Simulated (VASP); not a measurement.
# Bi (Im-3m) in VASP: single point with PBEsol

Aim: the single point of Bi with PBEsol.

Everything below comes from runs of VASP 6.6.1. Logs are shortened: lines on timing, memory, paths and dates and some standing lists are left out, and cuts for length are marked.

## (1) Starting point

The structure is cubic, space group Im-3m (No. 229). The conventional cell has a = 3.768 Å, b = 3.768 Å, c = 3.768 Å, α = 90.00°, β = 90.00°, γ = 90.00°. Bi (site symmetry m-3m) is surrounded by 8 Bi at 3.26 Å.

This isn't the form of Bi at room conditions, which is rhombohedral.

## (2) Single point, PBEsol, non-collinear spin, zero start, spin-orbit coupling

INCAR

```
SYSTEM = Bi
PREC = Accurate
ENCUT = 520
EDIFF = 1E-6
ISMEAR = 0
SIGMA = 0.1
LREAL = .False.
LASPH = .True.
NELM = 150
ALGO = Fast
ISIF = 2
LWAVE = .False.
LCHARG = .True.
MAGMOM = 0 0 0
LORBIT = 11
LSORBIT = .True.
GGA_COMPAT = .False.
LORBMOM = .True.
GGA = PS
LVHAR = .True.
NBANDS = 26
```

KPOINTS

```
Automatic mesh
0
Gamma
  16 16 16
  0 0 0
```

POSCAR

```
Bi
1.0
   -1.8839418032      1.8839418032      1.8839418032
    1.8839418032     -1.8839418032      1.8839418032
    1.8839418032      1.8839418032     -1.8839418032
Bi
1
Direct
    0.0000000000      0.0000000000      0.0000000000
```

Potentials or basis: VASP PAW PBE potentials, release 64 (Bi_d).

On the command line:

```sh
$ cat potpaw_PBE.64/Bi_d/POTCAR > POTCAR
$ mpirun -np 1 vasp_ncl > vasp.out
```

OUTCAR:

```text
SYSTEM = Bi
   PREC = Accurate
   ENCUT = 520
   EDIFF = 1E-6
   ISMEAR = 0
   LREAL = .False.
   LASPH = .True.
   NELM = 150
   ISIF = 2
   LORBIT = 11
   LSORBIT = .True.
   GGA = PS

 ion  position               nearest neighbor table
   1  0.000  0.000  0.000-

  LATTYP: Found a body centered cubic cell.
 ALAT       =     3.7678836064

  Lattice vectors:

 A1 = (  -1.8839418032,   1.8839418032,   1.8839418032)
 A2 = (   1.8839418032,  -1.8839418032,   1.8839418032)
 A3 = (   1.8839418032,   1.8839418032,  -1.8839418032)

Analysis of symmetry for initial positions (statically):
=====================================================================
 Subroutine PRICEL returns:
 Original cell was already a primitive cell.

 Routine SETGRP: Setting up the symmetry group for a
 body centered cubic supercell.

 Subroutine GETGRP returns: Found 48 space group operations
 (whereof 48 operations were pure point group operations)
 out of a pool of 48 trial point group operations.

The static configuration has the point symmetry O_h .

Analysis of symmetry for dynamics (positions and initial velocities):
=====================================================================
 Subroutine PRICEL returns:
 Original cell was already a primitive cell.

 Routine SETGRP: Setting up the symmetry group for a
 body centered cubic supercell.

 Subroutine GETGRP returns: Found 48 space group operations
 (whereof 48 operations were pure point group operations)
 out of a pool of 48 trial point group operations.

The dynamic configuration has the point symmetry O_h .

Analysis of structural, dynamic, and magnetic symmetry:
=====================================================================
 Subroutine PRICEL returns:
 Original cell was already a primitive cell.

 Routine SETGRP: Setting up the symmetry group for a
 body centered cubic supercell.

 Subroutine GETGRP returns: Found 48 space group operations
 (whereof 48 operations were pure point group operations)
 out of a pool of 48 trial point group operations.

The overall configuration has the point symmetry O_h .

 Subroutine INISYM returns: Found 48 space group operations
 (whereof 48 operations are pure point group operations),
 and found     1 'primitive' translations

----------------------------------------------------------------------------------------

                                     Primitive cell

  volume of cell :      26.7462

  direct lattice vectors                    reciprocal lattice vectors
    -1.883941803  1.883941803  1.883941803     0.000000000  0.265400980  0.265400980
     1.883941803 -1.883941803  1.883941803     0.265400980  0.000000000  0.265400980
     1.883941803  1.883941803 -1.883941803     0.265400980  0.265400980  0.000000000

  length of vectors
     3.263082922  3.263082922  3.263082922     0.375333665  0.375333665  0.375333665

  position of ions in fractional coordinates (direct lattice)
     0.000000000  0.000000000  0.000000000

  ion indices of the primitive-cell ions
   primitive index   ion index
                 1           1

----------------------------------------------------------------------------------------

 KPOINTS: Automatic mesh

Automatic generation of k-mesh.
 Grid dimensions read from file:
 generate k-points for:   16   16   16

 Generating k-lattice:

  Cartesian coordinates                     Fractional coordinates (reciprocal lattice)
     0.000000000  0.016587561  0.016587561     0.062500000  0.000000000  0.000000000
     0.016587561  0.000000000  0.016587561     0.000000000  0.062500000  0.000000000
     0.016587561  0.016587561  0.000000000     0.000000000  0.000000000  0.062500000

  Length of vectors
     0.023458354  0.023458354  0.023458354

  Shift w.r.t. Gamma in fractional coordinates (k-lattice)
     0.000000000  0.000000000  0.000000000

 Subroutine IBZKPT returns following result:
 ===========================================

 Found    145 irreducible k-points:

[... 40 lines left out ...]
   LNONCOLLINEAR =      T non collinear calculations
   LSORBIT =      T    spin-orbit coupling
   LASPH  =      T    aspherical Exc in radial PAW
   ENCUT  =  520.0 eV  38.22 Ry    6.18 a.u.   6.07  6.07  6.07*2*pi/ulx,y,z
   NELM   =    150;   NELMIN=  2; NELMDL= -5     # of ELM steps
   EDIFF  = 0.1E-05   stopping-criterion for ELM
   LREAL  =      F    real-space projection
   EDIFFG = 0.1E-04   stopping-criterion for IOM
   NSW    =      0    number of steps for IOM
   IBRION =     -1    ionic relax: 0-MD 1-quasi-New 2-CG
   NFREE  =      0    steps in history (QN), initial steepest desc. (CG)
   ISIF   =      2    stress and relaxation
   ISYM   =      2    0-nonsym 1-usesym 2-fastsym
   POTIM  = 0.5000    time-step for ionic-motion
   TEBEG  =    0.0;   TEEND  =   0.0 temperature during run
   PSTRESS=    0.0 pullay stress
   NELECT =      15.0000    total number of electrons
   NUPDOWN=      -1.0000    fix difference up-down
   EMIN   =  10.00;   EMAX   =-10.00  energy-range for DOS
   EFERMI =   0.00;   METHOD = LEGACY
   ISMEAR =     0;   SIGMA  =   0.10  broadening in eV -4-tet -1-fermi 0-gaus
   EFERMI_NEDOS =   21; number of points for ismear=-14 and -15
   IALGO  =     68    algorithm
   IMIX   =      4    mixing-type and parameters
     AMIX     =   0.40;   BMIX     =  1.00
     AMIX_MAG =   1.60;   BMIX_MAG =  1.00
  volume/ion in A,a.u.               =      26.75       180.49
  Fermi-wavevector in a.u.,A,eV,Ry     =   1.350054  2.551232 24.798598  1.822646
  Thomas-Fermi vector in A             =   2.477590
   LORBIT       =     11    0 simple, 1 ext, 2 COOP (PROOUT), +10 PAW based schemes
   GGA     = PS    functional components
   LHFCALC =     F    Hartree Fock is set to
   AEXX    =    0.0000 exact exchange contribution
   IVDW    =     0    specifies the selected vdW correction
   LEPSILON=     F    determine dielectric tensor
   LRPA    =     F    only Hartree local field effects (RPA)
 RMM-DIIS sequential band-by-band and
 Gauss-broadening in eV      SIGMA  =   0.10
  energy-cutoff  :      520.00
  volume of cell :       26.75
 maximum number of plane-waves:      1472
   NGX = 13   NGY = 13   NGZ = 13

 number of electron      15.0000000 magnetization       0.0000000      0.0000000      0.0000000

 number of electron      14.9999994 magnetization       0.0000000     -0.0000000      0.0000000

 number of electron      14.9999994 magnetization      -0.0000000     -0.0000000      0.0000000

 Free energy of the ion-electron system (eV)
  ---------------------------------------------------
  ext. energy  EPLUGINS =         0.00000000
  ---------------------------------------------------
  free energy    TOTEN  =        -4.91879459 eV

  energy without entropy =       -4.91430108  energy(sigma->0) =       -4.91654783

 E-fermi :   9.6714     XC(G=0): -11.1607

 val. band max:        9.6648131972   @ k =   0.1875   0.0625   0.0000
 cond. band min:       9.6725081412   @ k =   0.5000   0.5000   0.1875
 fundamental gap:      0.0076949440
 Fermi energy:         9.6713617734

 k-point     1 :       0.0000    0.0000    0.0000
  band No.  band energies     occupation
      1     -14.8781      1.00000
      2     -14.8781      1.00000
      3     -14.8781      1.00000
      4     -14.8781      1.00000
      5     -12.0285      1.00000
      6     -12.0285      1.00000
[... 685 lines left out ...]
     25      24.5542      0.00000
     26      24.7724      0.00000

 [... further k-points ...]
[... 5 lines left out ...]
  --------------------------------------------------------------------------------------
  -------------------------------------------------------------------------------------
  Total        1.6479578      1.6479578      1.6479578     -0.0000000      0.0000000      0.0000000
  in kB       98.7175167     98.7175167     98.7175167     -0.0000000      0.0000000      0.0000000
  external PRESSURE =      98.7175167 kB  Pullay stress =       0.0000000 kB

 VOLUME and BASIS-vectors are now :
 -----------------------------------------------------------------------------
  energy-cutoff  :      520.00
  volume of cell :       26.75
      direct lattice vectors                 reciprocal lattice vectors
    -1.883941803  1.883941803  1.883941803     0.000000000  0.265400980  0.265400980
     1.883941803 -1.883941803  1.883941803     0.265400980  0.000000000  0.265400980
     1.883941803  1.883941803 -1.883941803     0.265400980  0.265400980  0.000000000

 POSITION                                       TOTAL-FORCE (eV/Angst)
 -----------------------------------------------------------------------------------
      0.00000      0.00000      0.00000         0.000000      0.000000     -0.000000
 -----------------------------------------------------------------------------------
    total drift:                                0.000000      0.000000     -0.000000

  FREE ENERGIE OF THE ION-ELECTRON SYSTEM (eV)
  ---------------------------------------------------
  free  energy   TOTEN  =        -4.9187945890 eV

  energy  without entropy=       -4.9143010766  energy(sigma->0) =       -4.91654783

 orbital moment (x)

 # of ion     p       d       tot
 ----------------------------------------
  1         0.000   0.000   0.000
 ----------------------------------------
            0.000   0.000   0.000

 orbital moment (y)

 # of ion     p       d       tot
 ----------------------------------------
  1        -0.000  -0.000  -0.000
 ----------------------------------------
           -0.000  -0.000  -0.000

 orbital moment (z)

 # of ion     p       d       tot
 ----------------------------------------
  1        -0.000   0.000  -0.000
 ----------------------------------------
           -0.000   0.000  -0.000

 Spin-Orbit-Coupling matrix elements

 Ion:    1  E_soc:     -1.6664385
 l=   1
     0.0000000    -0.2110898    -0.2110898
    -0.2110898     0.0000000    -0.2110898
    -0.2110898    -0.2110898     0.0000000
 l=   2
     0.0000000    -0.0133468     0.0000000    -0.0133468    -0.0533032
    -0.0133468     0.0000000    -0.0399774    -0.0133468    -0.0133258
     0.0000000    -0.0399774     0.0000000    -0.0399774     0.0000000
    -0.0133468    -0.0133468    -0.0399774     0.0000000    -0.0133258
    -0.0533032    -0.0133258     0.0000000    -0.0133258     0.0000000
 l=   3
     0.0000000     0.0000000     0.0000000     0.0000000     0.0000000     0.0000000     0.0000000
     0.0000000     0.0000000     0.0000000     0.0000000     0.0000000     0.0000000     0.0000000
     0.0000000     0.0000000     0.0000000     0.0000000     0.0000000     0.0000000     0.0000000
     0.0000000     0.0000000     0.0000000     0.0000000     0.0000000     0.0000000     0.0000000
     0.0000000     0.0000000     0.0000000     0.0000000     0.0000000     0.0000000     0.0000000
     0.0000000     0.0000000     0.0000000     0.0000000     0.0000000     0.0000000     0.0000000
     0.0000000     0.0000000     0.0000000     0.0000000     0.0000000     0.0000000     0.0000000

 total charge

# of ion       s       p       d       tot
------------------------------------------
    1        1.539   1.355   9.941  12.835

 magnetization (x)

# of ion       s       p       d       tot
------------------------------------------
    1        0.000  -0.000   0.000   0.000

 magnetization (y)

# of ion       s       p       d       tot
------------------------------------------
    1        0.000  -0.000   0.000   0.000

 magnetization (z)

# of ion       s       p       d       tot
------------------------------------------
    1       -0.000  -0.000   0.000  -0.000
```

Run time: 84 s. Hardware: 1 thread of Intel Xeon Platinum 8559C (Emerald Rapids), shared host; peak memory 0.28 GiB.

What came out:

```
Free energy                                           : -4.9188 eV
Pressure                                              : 9.9 GPa
Net moment                                            : 0.00 μB per cell
Valence electrons inside the program's atomic spheres : Bi 12.84
```

Moments on the atoms (μB; x, y, z):
```
Bi  0.00 0.00 0.00
```

Caveat: the PAW data sets were made with another functional, which shifts forces and pressure a little.
